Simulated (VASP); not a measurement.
# Co (P-3m1) in VASP: a series of runs

Runs on Co. Level: LDA. Tasks: single point.

Program: VASP 6.6.1. These are calculated values, not measurements. Logs are shortened: lines on timing, memory, paths and dates and some standing lists are left out, and cuts for length are marked.

### 1 The structure

The structure is trigonal, space group P-3m1 (No. 164). The conventional cell has a = 2.487 Å, b = 2.487 Å, c = 4.063 Å, α = 90.00°, β = 90.00°, γ = 120.00°. Around Co (site symmetry 3m) lie 12 Co at 2.42 to 2.55 Å.

### 2 Single point, LDA, collinear spin, ferromagnetic start

INCAR reads:

```
PREC = Accurate
ENCUT = 460
EDIFF = 1E-6
ISMEAR = -1
SIGMA = 0.02
LREAL = False
LASPH = True
NELM = 100
ALGO = Normal
ISIF = 2
LWAVE = False
LCHARG = False
ISPIN = 2
MAGMOM = 2 2
LORBIT = 11
LMAXMIX = 4
GGA = CA
NBANDS = 20
ADDGRID = False
```

KPOINTS reads:

```
Automatic mesh
0
Gamma
  11 11 6
```

POSCAR reads:

```
Co
1.0
    2.4873648738      0.0000000000      0.0000000000
   -1.2436824369      2.1541211692      0.0000000000
    0.0000000000      0.0000000000      4.0632895034
Co
2
Direct
    0.3333333333      0.6666666667      0.7401390000
    0.6666666667      0.3333333333      0.2598610000
```

Potentials or basis: VASP PAW LDA potentials, release 64 (Co).

Command:

```console
$ cat potpaw_LDA.64/Co/POTCAR > POTCAR
$ mpirun -np 1 vasp_std > vasp.out
```

OUTCAR:

```text
PREC = Accurate
   ENCUT = 460
   EDIFF = 1E-6
   ISMEAR = -1
   LREAL = False
   LASPH = True
   NELM = 100
   ISIF = 2
   ISPIN = 2
   LORBIT = 11
   GGA = CA

 Found     84 irreducible k-points:

 Following reciprocal coordinates:
            Coordinates               Weight
  0.000000  0.000000  0.000000      1.000000
  0.090909 -0.000000  0.000000      6.000000
  0.181818 -0.000000  0.000000      6.000000
  0.272727 -0.000000  0.000000      6.000000
  0.363636 -0.000000  0.000000      6.000000
  0.454545 -0.000000  0.000000      6.000000
   k-points           NKPTS =     84   k-points in BZ     NKDIM =     84   number of bands    NBANDS=     20
   number of dos      NEDOS =    301   number of ions     NIONS =      2
   total plane-waves  NPLWV =   9072
   dimension x,y,z NGX =    18 NGY =   18 NGZ =   28
   dimension x,y,z NGXF=    36 NGYF=   36 NGZF=   56
   ions per type =               2
   NGX,Y,Z   is equivalent  to a cutoff of  12.03, 12.03, 11.46 a.u.
   NGXF,Y,Z  is equivalent  to a cutoff of  24.06, 24.06, 22.91 a.u.
 SYSTEM =  unknown system
   PREC   = accura    normal or accurate (medium, high low for compatibility)
   ISTART =      0    job   : 0-new  1-cont  2-samecut
   ICHARG =      2    charge: 1-file 2-atom 10-const
   ISPIN  =      2    spin polarized calculation?
   LNONCOLLINEAR =      F non collinear calculations
   LSORBIT =      F    spin-orbit coupling
   LASPH  =      T    aspherical Exc in radial PAW
   ENCUT  =  460.0 eV  33.81 Ry    5.81 a.u.   4.35  4.35  7.11*2*pi/ulx,y,z
   NELM   =    100;   NELMIN=  2; NELMDL= -5     # of ELM steps
   EDIFF  = 0.1E-05   stopping-criterion for ELM
   LREAL  =      F    real-space projection
   EDIFFG = 0.1E-04   stopping-criterion for IOM
   NSW    =      0    number of steps for IOM
   IBRION =     -1    ionic relax: 0-MD 1-quasi-New 2-CG
   NFREE  =      0    steps in history (QN), initial steepest desc. (CG)
   ISIF   =      2    stress and relaxation
   ISYM   =      2    0-nonsym 1-usesym 2-fastsym
   POTIM  = 0.5000    time-step for ionic-motion
   TEBEG  =    0.0;   TEEND  =   0.0 temperature during run
   PSTRESS=    0.0 pullay stress
   NELECT =      18.0000    total number of electrons
   NUPDOWN=      -1.0000    fix difference up-down
   EMIN   =  10.00;   EMAX   =-10.00  energy-range for DOS
   EFERMI =   0.00;   METHOD = LEGACY
   ISMEAR =    -1;   SIGMA  =   0.02  broadening in eV -4-tet -1-fermi 0-gaus
   EFERMI_NEDOS =   21; number of points for ismear=-14 and -15
   IALGO  =     38    algorithm
   IMIX   =      4    mixing-type and parameters
     AMIX     =   0.40;   BMIX     =  1.00
     AMIX_MAG =   1.60;   BMIX_MAG =  1.00
  volume/ion in A,a.u.               =      10.89        73.46
  Fermi-wavevector in a.u.,A,eV,Ry     =   1.536514  2.903591 32.121660  2.360875
  Thomas-Fermi vector in A             =   2.643152
   LORBIT       =     11    0 simple, 1 ext, 2 COOP (PROOUT), +10 PAW based schemes
   GGA     = CA    functional components
   LHFCALC =     F    Hartree Fock is set to
   AEXX    =    0.0000 exact exchange contribution
   IVDW    =     0    specifies the selected vdW correction
   LEPSILON=     F    determine dielectric tensor
   LRPA    =     F    only Hartree local field effects (RPA)
 spin polarized calculation
  energy-cutoff  :      460.00
  volume of cell :       21.77
 maximum number of plane-waves:       525
 NGX is ok and might be reduce to    18
   NGX =  9   NGY =  9   NGZ = 15

 number of electron      18.0000003 magnetization       3.0909670

 Free energy of the ion-electron system (eV)
  ---------------------------------------------------
  ext. energy  EPLUGINS =         0.00000000
  ---------------------------------------------------
  free energy    TOTEN  =       -16.12429821 eV

  energy without entropy =      -16.12250393  energy(sigma->0) =      -16.12340107

 E-fermi :   9.8528     XC(G=0): -13.7137

 val. band max:        9.8485291738   @ k =   0.4545   0.0909   0.3333
 cond. band min:       9.8735559894   @ k =   0.2727  -0.0000   0.3333
 fundamental gap:      0.0250268156
 Fermi energy:         9.8528181534

 spin component 1

 k-point     1 :       0.0000    0.0000    0.0000
  band No.  band energies     occupation
      1       0.9756      1.00000
      2       4.7987      1.00000
      3       7.3545      1.00000
      4       7.4203      1.00000
      5       7.4203      1.00000
      6       7.7108      1.00000
      7       7.7108      1.00000
      8       8.1551      1.00000
      9       8.1551      1.00000
     10       9.2310      1.00000
     11       9.2310      1.00000
     12       9.7159      0.99894
     13      16.0852      0.00000
     14      31.9400      0.00000
     15      34.4829      0.00000
     16      34.4829      0.00000
     17      34.8555      0.00000
     18      35.1189      0.00000
     19      35.8822      0.00000
     20      35.8822      0.00000

 k-point     2 :       0.0909   -0.0000    0.0000
  band No.  band energies     occupation
      1       1.2659      1.00000
      2       4.9765      1.00000
      3       7.1393      1.00000
      4       7.5562      1.00000
      5       7.5791      1.00000
      6       7.6565      1.00000
      7       7.8141      1.00000
      8       7.9463      1.00000
      9       8.0912      1.00000
     10       8.3388      1.00000
     11       9.2652      1.00000
     12      11.0162      0.00000
     13      16.1370      0.00000
     14      29.7596      0.00000
     15      32.1521      0.00000
     16      32.2989      0.00000
     17      35.0643      0.00000
     18      35.9589      0.00000
     19      36.8725      0.00000
     20      38.4841      0.00000

 k-point     3 :       0.1818   -0.0000    0.0000
  band No.  band energies     occupation
      1       2.0987      1.00000
      2       5.3965      1.00000
      3       6.8141      1.00000
      4       7.0935      1.00000
      5       7.4617      1.00000
      6       7.8049      1.00000
      7       7.9363      1.00000
      8       7.9534      1.00000
      9       8.0365      1.00000
     10       8.2226      1.00000
     11       9.3339      1.00000
     12      12.7763      0.00000
     13      16.3204      0.00000
     14      25.5693      0.00000
     15      29.5800      0.00000
     16      31.2884      0.00000
     17      32.6245      0.00000
     18      35.2271      0.00000
     19      35.8860      0.00000
     20      38.2887      0.00000

 k-point     4 :       0.2727   -0.0000    0.0000
  band No.  band energies     occupation
      1       3.3227      1.00000
      2       5.6417      1.00000
      3       6.2808      1.00000
      4       6.7736      1.00000
      5       7.3924      1.00000
      6       7.6013      1.00000
      7       7.7996      1.00000
      8       8.4786      1.00000
      9       8.4796      1.00000
     10       8.6758      1.00000
     11       9.3931      1.00000
     12      14.7584      0.00000
     13      16.6631      0.00000
     14      21.6256      0.00000
     15      27.4054      0.00000
     16      29.0111      0.00000
     17      29.6793      0.00000
     18      33.3956      0.00000
     19      34.1279      0.00000
     20      37.5466      0.00000

 k-point     5 :       0.3636   -0.0000    0.0000
  band No.  band energies     occupation
      1       4.5182      1.00000
      2       5.4862      1.00000
      3       5.8026      1.00000
      4       6.9676      1.00000
      5       7.4147      1.00000
      6       7.5864      1.00000
      7       7.6233      1.00000
      8       9.0027      1.00000
      9       9.1478      1.00000
     10       9.3608      1.00000
     11       9.4311      1.00000
     12      16.3418      0.00000
     13      16.9083      0.00000
     14      19.1766      0.00000
     15      25.7760      0.00000
     16      25.7807      0.00000
     17      26.8480      0.00000
     18      32.2984      0.00000
     19      33.0274      0.00000
     20      35.7796      0.00000

 k-point     6 :       0.4545   -0.0000    0.0000
  band No.  band energies     occupation
      1       5.1034      1.00000
      2       5.2911      1.00000
      3       5.5615      1.00000
      4       7.3091      1.00000
      5       7.3896      1.00000
      6       7.4953      1.00000
      7       7.7908      1.00000
      8       9.3225      1.00000
      9       9.4082      1.00000
     10       9.5032      1.00000
     11      10.7813      0.00000
     12      13.9665      0.00000
     13      18.9062      0.00000
     14      19.8893      0.00000
     15      23.1100      0.00000
     16      24.2932      0.00000
     17      24.8920      0.00000
     18      31.9539      0.00000
     19      32.4455      0.00000
     20      34.8298      0.00000

 [... further k-points ...]

 spin component 2

 k-point     1 :       0.0000    0.0000    0.0000
  band No.  band energies     occupation
      1       1.1444      1.00000
      2       5.6821      1.00000
      3       8.7528      1.00000
      4       8.8414      1.00000
      5       8.8414      1.00000
      6       9.1613      1.00000
      7       9.1613      1.00000
      8       9.6907      0.99970
      9       9.6907      0.99970
     10       9.8841      0.17293
     11      10.8477      0.00000
     12      10.8477      0.00000
     13      17.0337      0.00000
     14      31.9628      0.00000
     15      34.8945      0.00000
     16      34.8945      0.00000
     17      34.9571      0.00000
     18      35.1954      0.00000
     19      36.2953      0.00000
     20      36.2953      0.00000

 k-point     2 :       0.0909   -0.0000    0.0000
  band No.  band energies     occupation
      1       1.4360      1.00000
      2       5.8801      1.00000
      3       8.5031      1.00000
      4       8.9838      1.00000
      5       8.9889      1.00000
      6       9.0259      1.00000
      7       9.1452      1.00000
      8       9.2705      1.00000
      9       9.6190      0.99999
     10       9.6286      0.99999
     11      10.8875      0.00000
     12      11.9327      0.00000
     13      17.0647      0.00000
     14      30.0709      0.00000
     15      32.5373      0.00000
     16      32.5590      0.00000
     17      35.1520      0.00000
     18      36.1139      0.00000
     19      36.9965      0.00000
     20      38.8878      0.00000

 k-point     3 :       0.1818   -0.0000    0.0000
  band No.  band energies     occupation
      1       2.2777      1.00000
      2       6.3661      1.00000
      3       7.9977      1.00000
      4       8.2353      1.00000
      5       8.8412      1.00000
      6       9.2783      1.00000
      7       9.3913      1.00000
      8       9.4200      1.00000
      9       9.4480      1.00000
     10       9.7355      0.99718
     11      10.9663      0.00000
     12      13.6110      0.00000
     13      17.1826      0.00000
     14      26.0293      0.00000
     15      29.9671      0.00000
     16      31.6030      0.00000
     17      32.8762      0.00000
     18      35.3006      0.00000
     19      36.2693      0.00000
     20      38.5685      0.00000

 k-point     4 :       0.2727   -0.0000    0.0000
  band No.  band energies     occupation
      1       3.5485      1.00000
      2       6.7290      1.00000
      3       7.3345      1.00000
      4       7.9423      1.00000
      5       8.7275      1.00000
      6       9.0566      1.00000
      7       9.1797      1.00000
      8       9.9497      0.00780
      9       9.9998      0.00064
     10      10.2212      0.00000
     11      11.0327      0.00000
     12      15.5183      0.00000
     13      17.4126      0.00000
     14      22.1850      0.00000
     15      27.7554      0.00000
     16      29.3679      0.00000
     17      30.1150      0.00000
     18      33.8582      0.00000
     19      34.2463      0.00000
     20      37.9735      0.00000

 k-point     5 :       0.3636   -0.0000    0.0000
  band No.  band energies     occupation
      1       4.9444      1.00000
      2       6.6153      1.00000
      3       6.8802      1.00000
      4       7.9357      1.00000
      5       8.8494      1.00000
      6       8.8955      1.00000
      7       8.9957      1.00000
      8      10.5847      0.00000
      9      10.7398      0.00000
     10      10.7828      0.00000
     11      11.0721      0.00000
     12      17.0149      0.00000
     13      17.5834      0.00000
     14      19.7882      0.00000
     15      26.0817      0.00000
     16      26.2447      0.00000
     17      27.3614      0.00000
     18      32.7463      0.00000
     19      33.1708      0.00000
     20      36.1643      0.00000

 k-point     6 :       0.4545   -0.0000    0.0000
  band No.  band energies     occupation
      1       5.8931      1.00000
      2       6.3684      1.00000
      3       6.6561      1.00000
      4       8.1301      1.00000
      5       8.7322      1.00000
      6       8.8057      1.00000
      7       9.1588      1.00000
      8      10.9419      0.00000
      9      11.0663      0.00000
     10      11.1188      0.00000
     11      11.9942      0.00000
     12      14.8183      0.00000
     13      19.4411      0.00000
     14      20.3954      0.00000
     15      23.6967      0.00000
     16      24.8795      0.00000
     17      25.1540      0.00000
     18      32.3039      0.00000
     19      32.6981      0.00000
     20      35.1853      0.00000

 [... further k-points ...]

------------------------ aborting loop because EDIFF is reached ----------------------------------------

  FORCE on cell =-STRESS in cart. coord.  units (eV):
  Direction    XX          YY          ZZ          XY          YZ          ZX
  --------------------------------------------------------------------------------------
  -------------------------------------------------------------------------------------
  Total       -2.4555875     -2.4555875     -2.7931743      0.0000000      0.0000000      0.0000000
  in kB     -180.7085104   -180.7085104   -205.5517715      0.0000000      0.0000000      0.0000000
  external PRESSURE =    -188.9895974 kB  Pullay stress =       0.0000000 kB

 VOLUME and BASIS-vectors are now :
 -----------------------------------------------------------------------------
  energy-cutoff  :      460.00
  volume of cell :       21.77
      direct lattice vectors                 reciprocal lattice vectors
     2.487364874  0.000000000  0.000000000     0.402031889  0.232113220  0.000000000
    -1.243682437  2.154121169  0.000000000     0.000000000  0.464226439  0.000000000
     0.000000000  0.000000000  4.063289503     0.000000000  0.000000000  0.246106018

 POSITION                                       TOTAL-FORCE (eV/Angst)
 -----------------------------------------------------------------------------------
     -0.00000      1.43608      3.00740        -0.000000      0.000000      0.422446
      1.24368      0.71804      1.05589         0.000000      0.000000     -0.422446
 -----------------------------------------------------------------------------------
    total drift:                                0.000000     -0.000000     -0.000000

  FREE ENERGIE OF THE ION-ELECTRON SYSTEM (eV)
  ---------------------------------------------------
  free  energy   TOTEN  =       -16.1242982060 eV

  energy  without entropy=      -16.1225039254  energy(sigma->0) =      -16.12340107

 total charge

# of ion       s       p       d       tot
------------------------------------------
    1        0.488   0.513   7.282   8.283
    2        0.488   0.513   7.282   8.283
--------------------------------------------------
tot          0.976   1.027  14.563  16.566

 magnetization (x)

# of ion       s       p       d       tot
------------------------------------------
    1       -0.014  -0.041   1.605   1.551
    2       -0.014  -0.041   1.605   1.551
--------------------------------------------------
tot         -0.027  -0.082   3.211   3.101
```

Run time: 23 s. Hardware: 1 thread of Intel Xeon 6975P-C (Granite Rapids), shared host; peak memory 0.15 GiB.

The run converged, but some of its settings lie outside the range that counts as converged, so its numbers aren't taken as properties of the crystal.

What came out:

- Free energy: -16.1243 eV
- Pressure: -18.9 GPa
- Largest force: 0.422 eV/Å
- Band gap on the k mesh: none (metal or under the smearing width)
- Net moment: 3.09 μB per cell
- Site moments: Co +1.55 μB
- Valence electrons inside the program's atomic spheres: Co 8.28

### 3 Single point, LDA, collinear spin, ferromagnetic start

INCAR is that of step 2.

KPOINTS is that of step 2.

POSCAR reads:

```
Co
1.0
    2.4873648738      0.0000000000      0.0000000000
   -1.2436824369      2.1541211692      0.0000000000
    0.0000000000      0.0000000000      4.0632895034
Co
2
Direct
    0.3275520000      0.6759820000      0.7288160000
    0.6891290000      0.3188900000      0.2643300000
```

Potentials or basis: VASP PAW LDA potentials, release 64 (Co).

Command:

```console
$ cat potpaw_LDA.64/Co/POTCAR > POTCAR
$ mpirun -np 1 vasp_std > vasp.out
```

Wall time 96 s (1 thread of Intel Xeon 6975P-C (Granite Rapids), shared host); peak memory 0.27 GiB.

The run converged, but some of its settings lie outside the range that counts as converged, so its numbers aren't taken as properties of the crystal.

What came out:

```
Free energy                                           : -16.0660 eV
Pressure                                              : -16.7 GPa
Largest force                                         : 0.951 eV/Å
Band gap on the k mesh                                : none (metal or under the smearing width)
Net moment                                            : 3.10 μB per cell
Site moments                                          : Co +1.55 μB
Valence electrons inside the program's atomic spheres : Co 8.30
```

### 4 Single point, LDA, collinear spin, ferromagnetic start

Changes to INCAR since step 3:

```diff
@@ -1,2 +1,2 @@
-PREC = Accurate
+PREC = Low
 ENCUT = 460
@@ -4,3 +4,3 @@
 ISMEAR = -1
-SIGMA = 0.02
+SIGMA = 0.1
 LREAL = False
```

KPOINTS is that of step 3.

POSCAR reads:

```
Co
1.0
    2.4873648738      0.0000000000      0.0000000000
   -1.2436824369      2.1541211692      0.0000000000
    0.0000000000      0.0000000000      4.0632895034
Co
2
Direct
    0.3333333333      0.6666666667      0.7401390000
    0.6666666667      0.3333333333      0.2598610000
```

Command:

```console
$ cat potpaw_LDA.64/Co/POTCAR > POTCAR
$ mpirun -np 1 vasp_std > vasp.out
```

Run time: 16 s. Hardware: 1 thread of Intel Xeon 6975P-C (Granite Rapids), shared host; peak memory 0.13 GiB.

These settings aren't checked as converged: the numbers below hold their error.

Results:

- Free energy: -16.1503 eV
- Pressure: -18.7 GPa
- Largest force: 0.431 eV/Å
- Band gap on the k mesh: none (metal or under the smearing width)
- Net moment: 3.07 μB per cell
- Site moments: Co +1.54 μB
- Valence electrons inside the program's atomic spheres: Co 8.28

### 5 Single point, LDA, collinear spin, ferromagnetic start

INCAR is that of step 4.

KPOINTS is that of step 4.

POSCAR reads:

```
Co
1.0
    2.4873648738      0.0000000000      0.0000000000
   -1.2436824369      2.1541211692      0.0000000000
    0.0000000000      0.0000000000      4.0632895034
Co
2
Direct
    0.3275520000      0.6759820000      0.7288160000
    0.6891290000      0.3188900000      0.2643300000
```

Command:

```console
$ cat potpaw_LDA.64/Co/POTCAR > POTCAR
$ mpirun -np 1 vasp_std > vasp.out
```

Wall time 58 s (1 thread of Intel Xeon 6975P-C (Granite Rapids), shared host); peak memory 0.25 GiB.

These settings aren't checked as converged: the numbers below hold their error.

What came out:

```yaml
Free_energy: -16.0929 eV
Pressure: -16.5 GPa
Largest_force: 0.940 eV/Å
Band_gap_on_the_k_mesh: none (metal or under the smearing width)
Net_moment: 3.08 μB per cell
Site_moments: Co +1.54 μB
Valence_electrons_inside_the_program's_atomic_spheres: Co 8.30
```
